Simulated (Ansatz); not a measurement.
# Defect calculation, host SnSe2

Theory: Ansatz, DFT PBE, scalar-relativistic, plane waves, PAW. (420 eV cutoff, 2×2×2 k-mesh, shifted by half a step, Gaussian smearing of 0.01 eV, collinear spin in charge -1 alone)

Host crystal, relaxed:

```cif
data_structure
_symmetry_space_group_name_H-M 'P 1'
_symmetry_Int_Tables_number 1
_cell_length_a 3.8717
_cell_length_b 3.8717
_cell_length_c 6.9711
_cell_angle_alpha 90.000
_cell_angle_beta 90.000
_cell_angle_gamma 120.000
_cell_volume 90.50
loop_
_atom_site_label
_atom_site_type_symbol
_atom_site_fract_x
_atom_site_fract_y
_atom_site_fract_z
_atom_site_occupancy
Sn1 Sn 0.00000 0.00000 0.00000 1
Se1 Se 0.66667 0.33333 0.77126 1
Se2 Se 0.33333 0.66667 0.22874 1
```

Supercell of 36 atoms, rows in host cell vectors: -2 -2 1; 2 0 1; 0 2 1. Atoms relax at the host's cell from a start displaced at random by 0.06 Å near the defect, so other minima may exist. The cell is small, so energies carry finite-size errors of tenths of an eV. The host's Kohn–Sham gap is 0.68 eV. Atoms are taken from and returned to the elements' standard states. Charged cells are corrected for image charges with the computed static dielectric tensor (mean 15.7) and aligned with the host's potential at far atoms (alignment terms reach 0.88 eV). No band-filling term is added, and the Fermi level counts from the host's valence band top.

Starting moments were lost in some runs.

The defect is an interstitial at (0.000, 0.000, 0.500) of the host cell.

| charge | E_f at the valence band top (eV) | over the neutral state (eV) | moment (μB) | largest move (Å) | atoms near the site |
| --- | --- | --- | --- | --- | --- |
| 0 | 1.01 | 0.00 | 0.00 | 1.93 | 2 Se at 2.46 Å, 1 Se at 3.50 Å, 3 Se at 3.51 Å |
| -1 | 1.87 | 0.86 | 0.00 | 1.93 | 1 Se at 2.46 Å, 1 Se at 2.48 Å, 1 Se at 3.49 Å, 1 Se at 3.50 Å, 2 Se at 3.51 Å |
| -2 | 3.22 | 2.21 | 0.00 | 1.93 | 1 Se at 2.47 Å, 1 Se at 2.48 Å, 2 Se at 3.50 Å, 2 Se at 3.51 Å |

Among the charges computed the stable one is 0 at the valence band top and stays so across the gap. In charge -1, -2 the extra carrier would gain by moving to a band edge of the host, so it isn't bound in the gap, though by less than the errors named above. In charge -1, -2 the cell has partly filled bands: a level of the defect may be part filled, the carrier may sit in the host's bands, or levels may cross between the k points, so transitions that involve it are doubtful. Other sites of the defect weren't tried.

Question: Which element is it? Judge by the nearest distance in charge 0 and covalent radii.
A. K
B. Se
C. Cl
D. B
E. V

Answer: B. The nearest neighbour is Se at 2.46 Å, and the summed covalent radii with Se are 2.04 Å for B, 2.22 Å for Cl, 3.23 Å for K, 2.40 Å for Se, 2.73 Å for V, so Se fits best. Bonds can miss such sums by a tenth of an ångström or more.